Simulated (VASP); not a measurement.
# TePb (Fm-3m) in VASP: notebook

Runs on TePb. Level: PBE. Tasks: single point.

Program: VASP 6.6.1. These are calculated values, not measurements. Logs are shortened: lines on timing, memory, paths and dates and some standing lists are left out, and cuts for length are marked.

## Step 1: Starting point

Symmetry: Fm-3m, No. 225, cubic system. The conventional cell has a = 6.462 Å, b = 6.462 Å, c = 6.462 Å, α = 90.00°, β = 90.00°, γ = 90.00°. Around Pb (site symmetry m-3m) lie 6 Te at 3.23 Å. Te (site symmetry m-3m) is surrounded by 6 Pb at 3.23 Å.

## Step 2: Single point, PBE

File INCAR:

```
SYSTEM = TePb
ADDGRID = .False.
ALGO = Normal
EDIFF = 1E-7
ENCUT = 460
GGA = PE
ISIF = 2
ISMEAR = 0
LASPH = .True.
LCHARG = .False.
LREAL = .False.
LWAVE = .False.
NELM = 100
PREC = Accurate
SIGMA = 0.05
```

File KPOINTS:

```
k-points
0
Gamma
  9 9 9
  0 0 0
```

File POSCAR:

```
TePb
1.0
    0.0000000000      3.2310000000      3.2310000000
    3.2310000000      0.0000000000      3.2310000000
    3.2310000000      3.2310000000      0.0000000000
Pb Te
1 1
Direct
    0.0000000000      0.0000000000      0.0000000000
    0.5000000000      0.5000000000      0.5000000000
```

Potentials or basis: VASP PAW PBE potentials, release 64 (Pb_d, Te).

Launch:

```
> cat potpaw_PBE.64/Pb_d/POTCAR potpaw_PBE.64/Te/POTCAR > POTCAR
> mpirun -np 1 vasp_std > vasp.out
```

OUTCAR:

```text
SYSTEM = TePb
   EDIFF = 1E-7
   ENCUT = 460
   GGA = PE
   ISIF = 2
   ISMEAR = 0
   LASPH = .True.
   LREAL = .False.
   NELM = 100
   PREC = Accurate

 Found     35 irreducible k-points:

 Following reciprocal coordinates:
            Coordinates               Weight
  0.000000  0.000000  0.000000      1.000000
  0.111111  0.000000  0.000000      8.000000
  0.222222  0.000000  0.000000      8.000000
  0.333333  0.000000  0.000000      8.000000
  0.444444  0.000000  0.000000      8.000000
  0.111111  0.111111  0.000000      6.000000
   k-points           NKPTS =     35   k-points in BZ     NKDIM =     35   number of bands    NBANDS=     14
   number of dos      NEDOS =    301   number of ions     NIONS =      2
   total plane-waves  NPLWV =  32768
   dimension x,y,z NGX =    32 NGY =   32 NGZ =   32
   dimension x,y,z NGXF=    64 NGYF=   64 NGZF=   64
   ions per type =               1   1
   NGX,Y,Z   is equivalent  to a cutoff of  11.64, 11.64, 11.64 a.u.
   NGXF,Y,Z  is equivalent  to a cutoff of  23.29, 23.29, 23.29 a.u.
 SYSTEM =  TePb
   PREC   = accura    normal or accurate (medium, high low for compatibility)
   ISTART =      0    job   : 0-new  1-cont  2-samecut
   ICHARG =      2    charge: 1-file 2-atom 10-const
   ISPIN  =      1    spin polarized calculation?
   LNONCOLLINEAR =      F non collinear calculations
   LSORBIT =      F    spin-orbit coupling
   LASPH  =      T    aspherical Exc in radial PAW
   ENCUT  =  460.0 eV  33.81 Ry    5.81 a.u.   7.99  7.99  7.99*2*pi/ulx,y,z
   NELM   =    100;   NELMIN=  2; NELMDL= -5     # of ELM steps
   EDIFF  = 0.1E-06   stopping-criterion for ELM
   LREAL  =      F    real-space projection
   EDIFFG = 0.1E-05   stopping-criterion for IOM
   NSW    =      0    number of steps for IOM
   IBRION =     -1    ionic relax: 0-MD 1-quasi-New 2-CG
   NFREE  =      0    steps in history (QN), initial steepest desc. (CG)
   ISIF   =      2    stress and relaxation
   ISYM   =      2    0-nonsym 1-usesym 2-fastsym
   POTIM  = 0.5000    time-step for ionic-motion
   TEBEG  =    0.0;   TEEND  =   0.0 temperature during run
   PSTRESS=    0.0 pullay stress
   NELECT =      20.0000    total number of electrons
   NUPDOWN=      -1.0000    fix difference up-down
   EMIN   =  10.00;   EMAX   =-10.00  energy-range for DOS
   EFERMI =   0.00;   METHOD = LEGACY
   ISMEAR =     0;   SIGMA  =   0.05  broadening in eV -4-tet -1-fermi 0-gaus
   EFERMI_NEDOS =   21; number of points for ismear=-14 and -15
   IALGO  =     38    algorithm
   IMIX   =      4    mixing-type and parameters
     AMIX     =   0.40;   BMIX     =  1.00
     AMIX_MAG =   1.60;   BMIX_MAG =  1.00
  volume/ion in A,a.u.               =      33.73       227.62
  Fermi-wavevector in a.u.,A,eV,Ry     =   1.091619  2.062861 16.213147  1.191633
  Thomas-Fermi vector in A             =   2.227868
   LORBIT       =      0    0 simple, 1 ext, 2 COOP (PROOUT), +10 PAW based schemes
   GGA     = PE    functional components
   LHFCALC =     F    Hartree Fock is set to
   AEXX    =    0.0000 exact exchange contribution
   IVDW    =     0    specifies the selected vdW correction
   LEPSILON=     F    determine dielectric tensor
   LRPA    =     F    only Hartree local field effects (RPA)
 non-spin polarized calculation
 Gauss-broadening in eV      SIGMA  =   0.05
  energy-cutoff  :      460.00
  volume of cell :       67.46
 maximum number of plane-waves:      1528
   NGX = 15   NGY = 15   NGZ = 15

 number of electron      19.9999992 magnetization

 Free energy of the ion-electron system (eV)
  ---------------------------------------------------
  ext. energy  EPLUGINS =         0.00000000
  ---------------------------------------------------
  free energy    TOTEN  =        -7.50201814 eV

  energy without entropy =       -7.50201814  energy(sigma->0) =       -7.50201814

 E-fermi :   5.8030     XC(G=0):  -9.3002

 val. band max:        5.5583969599   @ k =   0.4444   0.0000   0.0000
 cond. band min:       6.4690919720   @ k =   0.4444   0.0000   0.0000
 fundamental gap:      0.9106950121
 Fermi energy:         5.8029734791

 k-point     1 :       0.0000    0.0000    0.0000
  band No.  band energies     occupation
      1     -11.0965      2.00000
      2     -11.0965      2.00000
      3     -11.0872      2.00000
      4     -11.0872      2.00000
      5     -11.0872      2.00000
      6      -6.3939      2.00000
      7       0.0305      2.00000
      8       4.2778      2.00000
      9       4.2778      2.00000
     10       4.2778      2.00000
     11       9.7031      0.00000
     12       9.7031      0.00000
     13       9.7031      0.00000
     14      11.4208      0.00000

 k-point     2 :       0.1111    0.0000    0.0000
  band No.  band energies     occupation
      1     -11.0979      2.00000
      2     -11.0979      2.00000
      3     -11.0869      2.00000
      4     -11.0856      2.00000
      5     -11.0856      2.00000
      6      -6.2879      2.00000
      7      -0.3212      2.00000
      8       4.3092      2.00000
      9       4.3092      2.00000
     10       4.4766      2.00000
     11       9.0577      0.00000
     12       9.2120      0.00000
     13       9.2120      0.00000
     14      11.2740      0.00000

 k-point     3 :       0.2222    0.0000    0.0000
  band No.  band energies     occupation
      1     -11.1022      2.00000
      2     -11.1022      2.00000
      3     -11.0862      2.00000
      4     -11.0805      2.00000
      5     -11.0805      2.00000
      6      -5.9796      2.00000
      7      -1.1482      2.00000
      8       4.4066      2.00000
      9       4.4066      2.00000
     10       4.8724      2.00000
     11       7.9974      0.00000
     12       8.3015      0.00000
     13       8.3015      0.00000
     14      11.4413      0.00000

 k-point     4 :       0.3333    0.0000    0.0000
  band No.  band energies     occupation
      1     -11.1074      2.00000
      2     -11.1074      2.00000
      3     -11.0854      2.00000
      4     -11.0745      2.00000
      5     -11.0745      2.00000
      6      -5.5120      2.00000
      7      -2.0973      2.00000
      8       4.5630      2.00000
      9       4.5630      2.00000
     10       5.2466      2.00000
     11       7.0872      0.00000
     12       7.4771      0.00000
     13       7.4771      0.00000
     14      12.2327      0.00000

 k-point     5 :       0.4444    0.0000    0.0000
  band No.  band energies     occupation
      1     -11.1109      2.00000
      2     -11.1109      2.00000
      3     -11.0850      2.00000
      4     -11.0705      2.00000
      5     -11.0704      2.00000
      6      -5.0468      2.00000
      7      -2.8374      2.00000
      8       4.7109      2.00000
      9       4.7109      2.00000
     10       5.5584      2.00000
     11       6.4691      0.00000
     12       6.9686      0.00000
     13       6.9686      0.00000
     14      13.5214      0.00000

 k-point     6 :       0.1111    0.1111    0.0000
  band No.  band energies     occupation
      1     -11.1014      2.00000
      2     -11.0952      2.00000
      3     -11.0884      2.00000
      4     -11.0844      2.00000
      5     -11.0844      2.00000
      6      -6.2527      2.00000
      7      -0.3826      2.00000
      8       4.0683      2.00000
      9       4.0683      2.00000
     10       4.9589      2.00000
     11       8.1046      0.00000
     12       9.7235      0.00000
     13       9.7235      0.00000
     14      10.7230      0.00000

 [... further k-points ...]

------------------------ aborting loop because EDIFF is reached ----------------------------------------

  FORCE on cell =-STRESS in cart. coord.  units (eV):
  Direction    XX          YY          ZZ          XY          YZ          ZX
  --------------------------------------------------------------------------------------
  -------------------------------------------------------------------------------------
  Total        0.8900354      0.8900354      0.8900354      0.0000000     -0.0000000      0.0000000
  in kB       21.1386372     21.1386372     21.1386372      0.0000000     -0.0000000      0.0000000
  external PRESSURE =      21.1386372 kB  Pullay stress =       0.0000000 kB

 VOLUME and BASIS-vectors are now :
 -----------------------------------------------------------------------------
  energy-cutoff  :      460.00
  volume of cell :       67.46
      direct lattice vectors                 reciprocal lattice vectors
     0.000000000  3.231000000  3.231000000    -0.154750851  0.154750851  0.154750851
     3.231000000  0.000000000  3.231000000     0.154750851 -0.154750851  0.154750851
     3.231000000  3.231000000  0.000000000     0.154750851  0.154750851 -0.154750851

 POSITION                                       TOTAL-FORCE (eV/Angst)
 -----------------------------------------------------------------------------------
      0.00000      0.00000      0.00000        -0.000000     -0.000000      0.000000
      3.23100      3.23100      3.23100         0.000000      0.000000     -0.000000
 -----------------------------------------------------------------------------------
    total drift:                                0.000000     -0.000000     -0.000000

  FREE ENERGIE OF THE ION-ELECTRON SYSTEM (eV)
  ---------------------------------------------------
  free  energy   TOTEN  =        -7.5020181435 eV

  energy  without entropy=       -7.5020181435  energy(sigma->0) =       -7.50201814
```

Wall time 20 s (1 thread of Intel Xeon Platinum 8488C (Sapphire Rapids), shared host); peak memory 0.18 GiB.

These settings aren't checked as converged: the numbers below hold their error.

Results:

```yaml
Free_energy: -7.5020 eV
Pressure: 2.1 GPa
```

Caveat: this odd mesh misses L, where the gap lies, so gap, dielectric constants and Born charges aren't listed.

## Step 3: Single point, PBE

INCAR is that of step 2.

KPOINTS is that of step 2.

File POSCAR:

```
TePb
1.0
    0.0000000000      3.2310000000      3.2310000000
    3.2310000000      0.0000000000      3.2310000000
    3.2310000000      3.2310000000      0.0000000000
Pb Te
1 1
Direct
   -0.0068530000      0.0005720000     -0.0056850000
    0.5279490000      0.4690950000      0.5208160000
```

Potentials or basis: VASP PAW PBE potentials, release 64 (Pb_d, Te).

Launch:

```
> cat potpaw_PBE.64/Pb_d/POTCAR potpaw_PBE.64/Te/POTCAR > POTCAR
> mpirun -np 1 vasp_std > vasp.out
```

OUTCAR:

```text
SYSTEM = TePb
   EDIFF = 1E-7
   ENCUT = 460
   GGA = PE
   ISIF = 2
   ISMEAR = 0
   LASPH = .True.
   LREAL = .False.
   NELM = 100
   PREC = Accurate

 Found    365 irreducible k-points:

 Following reciprocal coordinates:
            Coordinates               Weight
  0.000000  0.000000  0.000000      1.000000
  0.111111  0.000000  0.000000      2.000000
  0.000000  0.111111  0.000000      2.000000
  0.000000  0.000000  0.111111      2.000000
  0.111111  0.111111  0.111111      2.000000
  0.222222  0.000000  0.000000      2.000000
   k-points           NKPTS =    365   k-points in BZ     NKDIM =    365   number of bands    NBANDS=     14
   number of dos      NEDOS =    301   number of ions     NIONS =      2
   total plane-waves  NPLWV =  32768
   dimension x,y,z NGX =    32 NGY =   32 NGZ =   32
   dimension x,y,z NGXF=    64 NGYF=   64 NGZF=   64
   ions per type =               1   1
   NGX,Y,Z   is equivalent  to a cutoff of  11.64, 11.64, 11.64 a.u.
   NGXF,Y,Z  is equivalent  to a cutoff of  23.29, 23.29, 23.29 a.u.
 SYSTEM =  TePb
   PREC   = accura    normal or accurate (medium, high low for compatibility)
   ISTART =      0    job   : 0-new  1-cont  2-samecut
   ICHARG =      2    charge: 1-file 2-atom 10-const
   ISPIN  =      1    spin polarized calculation?
   LNONCOLLINEAR =      F non collinear calculations
   LSORBIT =      F    spin-orbit coupling
   LASPH  =      T    aspherical Exc in radial PAW
   ENCUT  =  460.0 eV  33.81 Ry    5.81 a.u.   7.99  7.99  7.99*2*pi/ulx,y,z
   NELM   =    100;   NELMIN=  2; NELMDL= -5     # of ELM steps
   EDIFF  = 0.1E-06   stopping-criterion for ELM
   LREAL  =      F    real-space projection
   EDIFFG = 0.1E-05   stopping-criterion for IOM
   NSW    =      0    number of steps for IOM
   IBRION =     -1    ionic relax: 0-MD 1-quasi-New 2-CG
   NFREE  =      0    steps in history (QN), initial steepest desc. (CG)
   ISIF   =      2    stress and relaxation
   ISYM   =      2    0-nonsym 1-usesym 2-fastsym
   POTIM  = 0.5000    time-step for ionic-motion
   TEBEG  =    0.0;   TEEND  =   0.0 temperature during run
   PSTRESS=    0.0 pullay stress
   NELECT =      20.0000    total number of electrons
   NUPDOWN=      -1.0000    fix difference up-down
   EMIN   =  10.00;   EMAX   =-10.00  energy-range for DOS
   EFERMI =   0.00;   METHOD = LEGACY
   ISMEAR =     0;   SIGMA  =   0.05  broadening in eV -4-tet -1-fermi 0-gaus
   EFERMI_NEDOS =   21; number of points for ismear=-14 and -15
   IALGO  =     38    algorithm
   IMIX   =      4    mixing-type and parameters
     AMIX     =   0.40;   BMIX     =  1.00
     AMIX_MAG =   1.60;   BMIX_MAG =  1.00
  volume/ion in A,a.u.               =      33.73       227.62
  Fermi-wavevector in a.u.,A,eV,Ry     =   1.091619  2.062861 16.213147  1.191633
  Thomas-Fermi vector in A             =   2.227868
   LORBIT       =      0    0 simple, 1 ext, 2 COOP (PROOUT), +10 PAW based schemes
   GGA     = PE    functional components
   LHFCALC =     F    Hartree Fock is set to
   AEXX    =    0.0000 exact exchange contribution
   IVDW    =     0    specifies the selected vdW correction
   LEPSILON=     F    determine dielectric tensor
   LRPA    =     F    only Hartree local field effects (RPA)
 non-spin polarized calculation
 Gauss-broadening in eV      SIGMA  =   0.05
  energy-cutoff  :      460.00
  volume of cell :       67.46
 maximum number of plane-waves:      1528
   NGX = 15   NGY = 15   NGZ = 15

 number of electron      20.0000001 magnetization

 Free energy of the ion-electron system (eV)
  ---------------------------------------------------
  ext. energy  EPLUGINS =         0.00000000
  ---------------------------------------------------
  free energy    TOTEN  =        -7.48307641 eV

  energy without entropy =       -7.48307641  energy(sigma->0) =       -7.48307641

 E-fermi :   5.7690     XC(G=0):  -9.2918

 val. band max:        5.5078141421   @ k =   0.0000   0.0000   0.4444
 cond. band min:       6.5483687195   @ k =   0.0000   0.0000   0.4444
 fundamental gap:      1.0405545774
 Fermi energy:         5.7689698549

 k-point     1 :       0.0000    0.0000    0.0000
  band No.  band energies     occupation
      1     -11.0726      2.00000
      2     -11.0724      2.00000
      3     -11.0640      2.00000
      4     -11.0581      2.00000
      5     -11.0580      2.00000
      6      -6.4333      2.00000
      7       0.0651      2.00000
      8       4.2109      2.00000
      9       4.3052      2.00000
     10       4.3069      2.00000
     11       9.4988      0.00000
     12       9.5018      0.00000
     13       9.7759      0.00000
     14      11.4250      0.00000

 k-point     2 :       0.1111    0.0000    0.0000
  band No.  band energies     occupation
      1     -11.0741      2.00000
      2     -11.0740      2.00000
      3     -11.0629      2.00000
      4     -11.0571      2.00000
      5     -11.0564      2.00000
      6      -6.3279      2.00000
      7      -0.2871      2.00000
      8       4.2458      2.00000
      9       4.3325      2.00000
     10       4.4907      2.00000
     11       8.9333      0.00000
     12       9.0895      0.00000
     13       9.3245      0.00000
     14      11.2969      0.00000

 k-point     3 :       0.0000    0.1111    0.0000
  band No.  band energies     occupation
      1     -11.0741      2.00000
      2     -11.0740      2.00000
      3     -11.0628      2.00000
      4     -11.0571      2.00000
      5     -11.0564      2.00000
      6      -6.3276      2.00000
      7      -0.2886      2.00000
      8       4.2493      2.00000
      9       4.3332      2.00000
     10       4.4876      2.00000
     11       8.9330      0.00000
     12       9.0926      0.00000
     13       9.3270      0.00000
     14      11.2873      0.00000

 k-point     4 :       0.0000    0.0000    0.1111
  band No.  band energies     occupation
      1     -11.0741      2.00000
      2     -11.0740      2.00000
      3     -11.0628      2.00000
      4     -11.0572      2.00000
      5     -11.0563      2.00000
      6      -6.3272      2.00000
      7      -0.2905      2.00000
      8       4.2561      2.00000
      9       4.3314      2.00000
     10       4.4839      2.00000
     11       8.9339      0.00000
     12       9.0950      0.00000
     13       9.3305      0.00000
     14      11.2746      0.00000

 k-point     5 :       0.1111    0.1111    0.1111
  band No.  band energies     occupation
      1     -11.0741      2.00000
      2     -11.0740      2.00000
      3     -11.0628      2.00000
      4     -11.0571      2.00000
      5     -11.0564      2.00000
      6      -6.3275      2.00000
      7      -0.2893      2.00000
      8       4.2513      2.00000
      9       4.3330      2.00000
     10       4.4862      2.00000
     11       8.9331      0.00000
     12       9.0937      0.00000
     13       9.3281      0.00000
     14      11.2829      0.00000

 k-point     6 :       0.2222    0.0000    0.0000
  band No.  band energies     occupation
      1     -11.0789      2.00000
      2     -11.0780      2.00000
      3     -11.0607      2.00000
      4     -11.0535      2.00000
      5     -11.0514      2.00000
      6      -6.0222      2.00000
      7      -1.1139      2.00000
      8       4.3241      2.00000
      9       4.4188      2.00000
     10       4.8694      2.00000
     11       7.9593      0.00000
     12       8.2550      0.00000
     13       8.4445      0.00000
     14      11.4259      0.00000

 [... further k-points ...]

------------------------ aborting loop because EDIFF is reached ----------------------------------------

  FORCE on cell =-STRESS in cart. coord.  units (eV):
  Direction    XX          YY          ZZ          XY          YZ          ZX
  --------------------------------------------------------------------------------------
  -------------------------------------------------------------------------------------
  Total        0.8811757      1.5316405      0.8788353     -0.0074539      0.0050145     -0.0004767
  in kB       20.9282179     36.3769723     20.8726314     -0.1770317      0.1190964     -0.0113210
  external PRESSURE =      26.0592739 kB  Pullay stress =       0.0000000 kB

 VOLUME and BASIS-vectors are now :
 -----------------------------------------------------------------------------
  energy-cutoff  :      460.00
  volume of cell :       67.46
      direct lattice vectors                 reciprocal lattice vectors
     0.000000000  3.231000000  3.231000000    -0.154750851  0.154750851  0.154750851
     3.231000000  0.000000000  3.231000000     0.154750851 -0.154750851  0.154750851
     3.231000000  3.231000000  0.000000000     0.154750851  0.154750851 -0.154750851

 POSITION                                       TOTAL-FORCE (eV/Angst)
 -----------------------------------------------------------------------------------
      3.21448      6.42149      3.21071        -0.015210      0.246511      0.010196
      3.19840      3.38856      3.22145         0.015210     -0.246511     -0.010196
 -----------------------------------------------------------------------------------
    total drift:                                0.000034     -0.000049      0.000089

  FREE ENERGIE OF THE ION-ELECTRON SYSTEM (eV)
  ---------------------------------------------------
  free  energy   TOTEN  =        -7.4830764072 eV

  energy  without entropy=       -7.4830764072  energy(sigma->0) =       -7.48307641
```

Wall time 2.3 min (1 thread of Intel Xeon Platinum 8488C (Sapphire Rapids), shared host); peak memory 0.42 GiB.

The run converged, but some of its settings lie outside the range that counts as converged, so its numbers aren't taken as properties of the crystal.

What came out:

| Item | Value |
| --- | --- |
| Free energy | -7.4831 eV |
| Pressure | 2.6 GPa |
| Largest force | 0.247 eV/Å |
| Band gap on the k mesh | 1.04 eV, direct |

Caveat: spin-orbit coupling is left out, which as a rule narrows the gap of such compounds by several tenths of an eV; an odd mesh through Γ misses points on the zone boundary, where band edges often lie.

[end of part 1 of 2]
